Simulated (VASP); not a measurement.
# GaN (Fm-3m) in VASP: settings compared

The runs below take GaN through relaxation of cell and atoms, with PBEsol, RPBE.

Everything below comes from runs of VASP 6.6.1. Logs are shortened: lines on timing, memory, paths and dates and some standing lists are left out, and cuts for length are marked.

## Step 1: Starting point

Symmetry: Fm-3m, No. 225, cubic system. The conventional cell has a = 4.270 Å, b = 4.270 Å, c = 4.270 Å, α = 90.00°, β = 90.00°, γ = 90.00°. Around Ga (site symmetry m-3m) lie 6 N at 2.14 Å. N (site symmetry m-3m) is surrounded by 6 Ga at 2.14 Å.

Measurements of this composition are mostly on another form, of space group No. 186.

## Step 2: Relaxation of cell and atoms, PBEsol

Input file INCAR:

```
SYSTEM = GaN
PREC     = Accurate       ! precision mode
ENCUT    = 480            ! plane-wave cutoff, eV
EDIFF    = 1E-7           ! SCF threshold, eV
ISMEAR   = 0              ! smearing method
SIGMA    = 0.02           ! smearing width, eV
LREAL    = .False.        ! projectors in reciprocal space
LASPH    = .True.         ! aspherical terms in the spheres
NELM     = 80             ! most SCF steps
ALGO     = Normal         ! electronic algorithm
ISIF     = 3              ! what is computed and relaxed
LWAVE    = .False.        ! write WAVECAR
LCHARG   = .False.        ! write CHGCAR
GGA      = PS             ! functional
IBRION   = 2              ! ionic algorithm
NSW      = 90             ! ionic steps
EDIFFG   = -0.005         ! ionic threshold
```

Input file KPOINTS:

```
regular mesh
0
Gamma
  14 14 14
  0 0 0
```

Input file POSCAR:

```
GaN
1.0
    0.0000000000      2.1352350000      2.1352350000
    2.1352350000      0.0000000000      2.1352350000
    2.1352350000      2.1352350000      0.0000000000
Ga N
1 1
Direct
    0.0000000000      0.0000000000      0.0000000000
    0.5000000000      0.5000000000      0.5000000000
```

Potentials or basis: VASP PAW PBE potentials, release 64 (Ga_d, N_s).

The run is started by

```
$ cat potpaw_PBE.64/Ga_d/POTCAR potpaw_PBE.64/N_s/POTCAR > POTCAR
$ mpirun -np 1 vasp_std > vasp.out
```

OUTCAR:

```text
SYSTEM = GaN
   PREC = Accurate
   ENCUT = 480
   EDIFF = 1E-7
   ISMEAR = 0
   LREAL = .False.
   LASPH = .True.
   NELM = 80
   ISIF = 3
   GGA = PS
   IBRION = 2
   NSW = 90
   EDIFFG = -0.005

 ion  position               nearest neighbor table
   1  0.000  0.000  0.000-   2 2.14   2 2.14   2 2.14   2 2.14   2 2.14   2 2.14
   2  0.500  0.500  0.500-   1 2.14   1 2.14   1 2.14   1 2.14   1 2.14   1 2.14

  LATTYP: Found a face centered cubic cell.
 ALAT       =     4.2704700000

  Lattice vectors:

 A1 = (   0.0000000000,   2.1352350000,   2.1352350000)
 A2 = (   2.1352350000,   0.0000000000,   2.1352350000)
 A3 = (   2.1352350000,   2.1352350000,   0.0000000000)

Analysis of symmetry for initial positions (statically):
=====================================================================
 Subroutine PRICEL returns:
 Original cell was already a primitive cell.

 Routine SETGRP: Setting up the symmetry group for a
 face centered cubic supercell.

 Subroutine GETGRP returns: Found 48 space group operations
 (whereof 48 operations were pure point group operations)
 out of a pool of 48 trial point group operations.

The static configuration has the point symmetry O_h .

Analysis of symmetry for dynamics (positions and initial velocities):
=====================================================================
 Subroutine PRICEL returns:
 Original cell was already a primitive cell.

 Routine SETGRP: Setting up the symmetry group for a
 face centered cubic supercell.

 Subroutine GETGRP returns: Found 48 space group operations
 (whereof 48 operations were pure point group operations)
 out of a pool of 48 trial point group operations.

The dynamic configuration has the point symmetry O_h .

 Subroutine INISYM returns: Found 48 space group operations
 (whereof 48 operations are pure point group operations),
 and found     1 'primitive' translations

----------------------------------------------------------------------------------------

                                     Primitive cell

  volume of cell :      19.4700

  direct lattice vectors                    reciprocal lattice vectors
     0.000000000  2.135235000  2.135235000    -0.234166263  0.234166263  0.234166263
     2.135235000  0.000000000  2.135235000     0.234166263 -0.234166263  0.234166263
     2.135235000  2.135235000  0.000000000     0.234166263  0.234166263 -0.234166263

  length of vectors
     3.019678296  3.019678296  3.019678296     0.405587864  0.405587864  0.405587864

  position of ions in fractional coordinates (direct lattice)
     0.000000000  0.000000000  0.000000000
     0.500000000  0.500000000  0.500000000

  ion indices of the primitive-cell ions
   primitive index   ion index
                 1           1
                 2           2

----------------------------------------------------------------------------------------

 KPOINTS: regular mesh

Automatic generation of k-mesh.
 Grid dimensions read from file:
 generate k-points for:   14   14   14

 Generating k-lattice:

  Cartesian coordinates                     Fractional coordinates (reciprocal lattice)
    -0.016726162  0.016726162  0.016726162     0.071428571  0.000000000  0.000000000
     0.016726162 -0.016726162  0.016726162     0.000000000  0.071428571  0.000000000
     0.016726162  0.016726162 -0.016726162     0.000000000  0.000000000  0.071428571

  Length of vectors
     0.028970562  0.028970562  0.028970562

  Shift w.r.t. Gamma in fractional coordinates (k-lattice)
     0.000000000  0.000000000  0.000000000

 Subroutine IBZKPT returns following result:
 ===========================================

 Found    104 irreducible k-points:

 Following reciprocal coordinates:
            Coordinates               Weight
  0.000000  0.000000  0.000000      1.000000
  0.071429  0.000000  0.000000      8.000000
  0.142857  0.000000  0.000000      8.000000
  0.214286  0.000000  0.000000      8.000000
  0.285714  0.000000  0.000000      8.000000
  0.357143  0.000000  0.000000      8.000000
[... 16 lines left out ...]
  0.214286  0.142857  0.000000     24.000000
  0.285714  0.142857  0.000000     24.000000
 [... further k-points ...]
   k-points           NKPTS =    104   k-points in BZ     NKDIM =    104   number of bands    NBANDS=     13
   number of dos      NEDOS =    301   number of ions     NIONS =      2
   total plane-waves  NPLWV =  13824
   dimension x,y,z NGX =    24 NGY =   24 NGZ =   24
   dimension x,y,z NGXF=    48 NGYF=   48 NGZF=   48
   ions per type =               1   1
   NGX,Y,Z   is equivalent  to a cutoff of  13.21, 13.21, 13.21 a.u.
   NGXF,Y,Z  is equivalent  to a cutoff of  26.43, 26.43, 26.43 a.u.
 SYSTEM =  GaN
   PREC   = accura    normal or accurate (medium, high low for compatibility)
   ISTART =      0    job   : 0-new  1-cont  2-samecut
   ICHARG =      2    charge: 1-file 2-atom 10-const
   ISPIN  =      1    spin polarized calculation?
   LNONCOLLINEAR =      F non collinear calculations
   LSORBIT =      F    spin-orbit coupling
   LASPH  =      T    aspherical Exc in radial PAW
   ENCUT  =  480.0 eV  35.28 Ry    5.94 a.u.   5.39  5.39  5.39*2*pi/ulx,y,z
   NELM   =     80;   NELMIN=  2; NELMDL= -5     # of ELM steps
   EDIFF  = 0.1E-06   stopping-criterion for ELM
   LREAL  =      F    real-space projection
   EDIFFG = -.5E-02   stopping-criterion for IOM
   NSW    =     90    number of steps for IOM
   IBRION =      2    ionic relax: 0-MD 1-quasi-New 2-CG
   NFREE  =      1    steps in history (QN), initial steepest desc. (CG)
   ISIF   =      3    stress and relaxation
   ISYM   =      2    0-nonsym 1-usesym 2-fastsym
   POTIM  = 0.5000    time-step for ionic-motion
   TEBEG  =    0.0;   TEEND  =   0.0 temperature during run
   PSTRESS=    0.0 pullay stress
   NELECT =      18.0000    total number of electrons
   NUPDOWN=      -1.0000    fix difference up-down
   EMIN   =  10.00;   EMAX   =-10.00  energy-range for DOS
   EFERMI =   0.00;   METHOD = LEGACY
   ISMEAR =     0;   SIGMA  =   0.02  broadening in eV -4-tet -1-fermi 0-gaus
   EFERMI_NEDOS =   21; number of points for ismear=-14 and -15
   IALGO  =     38    algorithm
   IMIX   =      4    mixing-type and parameters
     AMIX     =   0.40;   BMIX     =  1.00
     AMIX_MAG =   1.60;   BMIX_MAG =  1.00
  volume/ion in A,a.u.               =       9.74        65.70
  Fermi-wavevector in a.u.,A,eV,Ry     =   1.594814  3.013761 34.605481  2.543431
  Thomas-Fermi vector in A             =   2.692830
   LORBIT       =      0    0 simple, 1 ext, 2 COOP (PROOUT), +10 PAW based schemes
   GGA     = PS    functional components
   LHFCALC =     F    Hartree Fock is set to
   AEXX    =    0.0000 exact exchange contribution
   IVDW    =     0    specifies the selected vdW correction
   LEPSILON=     F    determine dielectric tensor
   LRPA    =     F    only Hartree local field effects (RPA)
 conjugate gradient relaxation of ions
 non-spin polarized calculation
 Gauss-broadening in eV      SIGMA  =   0.02
  energy-cutoff  :      480.00
  volume of cell :       19.47
 maximum number of plane-waves:       487
 NGX is ok and might be reduce to    24
   NGX = 11   NGY = 11   NGZ = 11

--------------------------------------- Ionic step        1  -------------------------------------------

 number of electron      18.0000006 magnetization

 Free energy of the ion-electron system (eV)
  ---------------------------------------------------
  ext. energy  EPLUGINS =         0.00000000
  ---------------------------------------------------
  free energy    TOTEN  =       -12.25268345 eV

  energy without entropy =      -12.25268345  energy(sigma->0) =      -12.25268345

------------------------ aborting loop because EDIFF is reached ----------------------------------------

  FORCE on cell =-STRESS in cart. coord.  units (eV):
  Direction    XX          YY          ZZ          XY          YZ          ZX
  --------------------------------------------------------------------------------------
  -------------------------------------------------------------------------------------
  Total       -0.8917042     -0.8917042     -0.8917042     -0.0000000      0.0000000     -0.0000000
  in kB      -73.3777461    -73.3777461    -73.3777461     -0.0000000      0.0000000     -0.0000000
  external PRESSURE =     -73.3777461 kB  Pullay stress =       0.0000000 kB

 VOLUME and BASIS-vectors are now :
 -----------------------------------------------------------------------------
  energy-cutoff  :      480.00
  volume of cell :       19.47
      direct lattice vectors                 reciprocal lattice vectors
     0.000000000  2.135235000  2.135235000    -0.234166263  0.234166263  0.234166263
     2.135235000  0.000000000  2.135235000     0.234166263 -0.234166263  0.234166263
     2.135235000  2.135235000  0.000000000     0.234166263  0.234166263 -0.234166263
[... 37 lines left out ...]
 POSITION                                       TOTAL-FORCE (eV/Angst)
 -----------------------------------------------------------------------------------
      2.08931      4.17862      2.08931         0.000000      0.000000     -0.000000
      2.08931      2.08931      2.08931        -0.000000     -0.000000      0.000000
 -----------------------------------------------------------------------------------
    total drift:                               -0.000000     -0.000000      0.000000

  FREE ENERGIE OF THE ION-ELECTRON SYSTEM (eV)
  ---------------------------------------------------
  free  energy   TOTEN  =       -12.2543990155 eV

  energy  without entropy=      -12.2543990155  energy(sigma->0) =      -12.25439902

--------------------------------------- Ionic step        3  -------------------------------------------

 number of electron      18.0000008 magnetization

 Free energy of the ion-electron system (eV)
  ---------------------------------------------------
  ext. energy  EPLUGINS =         0.00000000
  ---------------------------------------------------
  free energy    TOTEN  =       -12.26806851 eV

  energy without entropy =      -12.26806851  energy(sigma->0) =      -12.26806851

 E-fermi :   8.2676     XC(G=0): -13.2962

 val. band max:        8.1844051821   @ k =  -0.2143   0.1429   0.0000
 cond. band min:       8.7193588488   @ k =   0.5000   0.5000   0.0000
 fundamental gap:      0.5349536667
 Fermi energy:         8.2676346967

 k-point     1 :       0.0000    0.0000    0.0000
  band No.  band energies     occupation
      1      -9.1621      2.00000
      2      -5.7480      2.00000
      3      -5.7480      2.00000
      4      -5.7480      2.00000
      5      -5.6505      2.00000
      6      -5.6505      2.00000
      7       7.6570      2.00000
      8       7.6570      2.00000
      9       7.6570      2.00000
     10      10.4552      0.00000
     11      22.8240      0.00000
     12      22.8240      0.00000
     13      22.8240      0.00000

 k-point     2 :       0.0714    0.0000    0.0000
  band No.  band energies     occupation
      1      -9.0614      2.00000
      2      -5.7523      2.00000
      3      -5.7419      2.00000
      4      -5.7419      2.00000
      5      -5.6584      2.00000
      6      -5.6584      2.00000
      7       6.9757      2.00000
      8       7.6685      2.00000
      9       7.6685      2.00000
     10      11.0221      0.00000
     11      21.1276      0.00000
[... 339 lines left out ...]
 k-point    24 :       0.2857    0.1429    0.0000
  band No.  band energies     occupation
      1      -7.8810      2.00000
      2      -5.8175      2.00000
      3      -5.7679      2.00000
      4      -5.7200      2.00000
      5      -5.5822      2.00000
      6      -5.5753      2.00000
      7       3.7207      2.00000
      8       6.8798      2.00000
      9       7.1541      2.00000
     10      13.6299      0.00000
     11      16.7384      0.00000
     12      18.2581      0.00000
     13      20.5053      0.00000

 [... further k-points ...]

------------------------ aborting loop because EDIFF is reached ----------------------------------------

  FORCE on cell =-STRESS in cart. coord.  units (eV):
  Direction    XX          YY          ZZ          XY          YZ          ZX
  --------------------------------------------------------------------------------------
  -------------------------------------------------------------------------------------
  Total       -0.0090636     -0.0090636     -0.0090636      0.0000000      0.0000000      0.0000000
  in kB       -0.7714528     -0.7714528     -0.7714528      0.0000000      0.0000000      0.0000000
  external PRESSURE =      -0.7714528 kB  Pullay stress =       0.0000000 kB

 VOLUME and BASIS-vectors are now :
 -----------------------------------------------------------------------------
  energy-cutoff  :      480.00
  volume of cell :       18.82
      direct lattice vectors                 reciprocal lattice vectors
    -0.000000000  2.111331983  2.111331983    -0.236817329  0.236817329  0.236817329
     2.111331983  0.000000000  2.111331983     0.236817329 -0.236817329  0.236817329
     2.111331983  2.111331983  0.000000000     0.236817329  0.236817329 -0.236817329

 POSITION                                       TOTAL-FORCE (eV/Angst)
 -----------------------------------------------------------------------------------
      0.00000      0.00000      0.00000        -0.000000      0.000000     -0.000000
      2.11133      2.11133      2.11133         0.000000      0.000000      0.000000
 -----------------------------------------------------------------------------------
    total drift:                                0.000000     -0.000000     -0.000000

  FREE ENERGIE OF THE ION-ELECTRON SYSTEM (eV)
  ---------------------------------------------------
  free  energy   TOTEN  =       -12.2680685069 eV

  energy  without entropy=      -12.2680685069  energy(sigma->0) =      -12.26806851

 reached required accuracy - stopping structural energy minimisation
```

Wall time 20 s (1 thread of Intel Xeon 6975P-C (Granite Rapids), shared host); peak memory 0.16 GiB.

Results:

* Free energy: -12.2681 eV
* Relaxed volume: 9.41 Å³/atom
* Relaxed cell: a = 2.986 Å, b = 2.986 Å, c = 2.986 Å, α = 60.00°, β = 60.00°, γ = 60.00°
* Space group after relaxing (to 0.05 Å): Fm-3m (No. 225)
* Energy gained by relaxing: 7.7 meV/atom
* Ionic steps: 3
* Pressure after relaxing: -0.1 GPa
* Band gap on the k mesh: 0.54 eV, indirect (least direct gap 2.80 eV)

Step by step:
```tsv
step	energy change (eV)	largest force (eV/Å)	pressure (GPa)	volume (Å³)
1	0.0000	0.0000	-7.34	19.47
2	-0.0017	0.0000	7.70	18.24
3	-0.0154	0.0000	-0.08	18.82
```

Final structure:
```yaml
crystal:
  lattice:
    - [0.00000, 2.11133, 2.11133]
    - [2.11133, 0.00000, 2.11133]
    - [2.11133, 2.11133, 0.00000]
  atoms:
    - { symbol: Ga, position: [0.00000, 0.00000, 0.00000] }
    - { symbol: N, position: [0.50000, 0.50000, 0.50000] }
```

Levels at points of the mesh, in eV from the valence-band top:
| k point | band 5 | band 6 | band 7 | band 8 | band 9 | band 10 | band 11 | band 12 | band 13 |
| --- | --- | --- | --- | --- | --- | --- | --- | --- | --- |
| (0.00, 0.00, 0.00) | -13.83 | -13.83 | -0.53 | -0.53 | -0.53 | 2.27 | 14.64 | 14.64 | 14.64 |
| (0.50, 0.00, 0.00) | -13.70 | -13.70 | -8.34 | -0.17 | -0.17 | 4.62 | 9.00 | 9.00 | 9.42 |
| (0.50, 0.50, 0.00) | -13.64 | -10.90 | -7.23 | -3.09 | -3.09 | 0.54 | 7.69 | 11.88 | 14.45 |

Caveat: the PAW data sets were made with another functional, which shifts forces and pressure a little. A k mesh can miss the band edges.

## Step 3: Relaxation of cell and atoms, RPBE

INCAR, as its differences from that of step 2:

```diff
@@ -2,3 +2,3 @@
 PREC     = Accurate       ! precision mode
-ENCUT    = 480            ! plane-wave cutoff, eV
+ENCUT    = 600            ! plane-wave cutoff, eV
 EDIFF    = 1E-7           ! SCF threshold, eV
@@ -13,3 +13,3 @@
 LCHARG   = .False.        ! write CHGCAR
-GGA      = PS             ! functional
+GGA      = RP             ! functional
 IBRION   = 2              ! ionic algorithm
```

KPOINTS is that of step 2.

POSCAR is that of step 2.

Potentials or basis: VASP PAW PBE potentials, release 64 (Ga_d, N).

The run is started by

```
$ cat potpaw_PBE.64/Ga_d/POTCAR potpaw_PBE.64/N/POTCAR > POTCAR
$ mpirun -np 1 vasp_std > vasp.out
```

Run time: 21 s. Hardware: 1 thread of Intel Xeon 6975P-C (Granite Rapids), shared host; peak memory 0.16 GiB.

It converged, with:

```yaml
Free_energy: -10.3526 eV
Relaxed_volume: 9.97 Å³/atom
Relaxed_cell: a = 3.044 Å, b = 3.044 Å, c = 3.044 Å, α = 60.00°, β = 60.00°, γ = 60.00°
Space_group_after_relaxing_to_0.05_Å: Fm-3m (No. 225)
Energy_gained_by_relaxing: 3.5 meV/atom
Ionic_steps: 3
Pressure_after_relaxing: 0.0 GPa
Band_gap_on_the_k_mesh: 0.35 eV, indirect (least direct gap 2.10 eV)
```

The path:
| step | energy change (eV) | largest force (eV/Å) | pressure (GPa) | volume (Å³) |
| --- | --- | --- | --- | --- |
| 1 | 0.0000 | 0.0000 | 4.89 | 19.47 |
| 2 | -0.0028 | 0.0000 | -3.50 | 20.32 |
| 3 | -0.0070 | 0.0000 | -0.01 | 19.94 |

Final structure:
```
CELL_PARAMETERS angstrom
0.00000 2.15232 2.15232
2.15232 0.00000 2.15232
2.15232 2.15232 0.00000
ATOMIC_POSITIONS crystal
Ga 0.00000 0.00000 0.00000
N 0.50000 0.50000 0.50000
```

Levels at points of the mesh, in eV from the valence-band top:
```csv
k point,band 5,band 6,band 7,band 8,band 9,band 10,band 11,band 12,band 13
"(0.00, 0.00, 0.00)",-13.95,-13.95,-0.45,-0.45,-0.45,1.65,14.40,14.40,14.40
"(0.50, 0.00, 0.00)",-13.83,-13.83,-7.93,-0.18,-0.18,4.49,8.80,8.85,8.85
"(0.50, 0.50, 0.00)",-13.79,-11.17,-6.70,-2.83,-2.83,0.35,7.77,11.46,13.90
```

Caveat: the PAW data sets were made with another functional, which shifts forces and pressure a little.
